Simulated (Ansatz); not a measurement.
Li$_{3}$N:
```
Li3N
1.0
    3.60998     0.00000     0.00000
   -1.80499     3.12634     0.00000
    0.00000     0.00000     3.85518
Li N
3 1
Cartesian
  0.00000   0.00000   1.92759
  0.00000   2.08422   0.00000
  1.80499   1.04211   0.00000
  0.00000   0.00000   0.00000
```

Relaxed with r²SCAN.

Task: Decompose the optical modes at the zone centre into irreducible representations, and say which are infrared and Raman allowed.

Result: Point group 6/mmm: Γ_opt = 2A2u + B1g + 2E1u + E2g. Infrared: A2u, E1u. Raman: E2g.

Task: Assign frequencies (DFPT, DFT-r²SCAN in the program Ansatz with PAW potentials; without the LO–TO term).

Result: B1g 31i, E1u 326, E1u 432, A2u 505, E2g 630, A2u 682 cm⁻¹.

Subscripts of B labels follow the axes of the standard setting.

Space group P6/mmm. Symmetry was held in the r²SCAN relaxation; phonons on a q-mesh show weakly imaginary modes.

Potentials: the later of the program's two PAW sets.
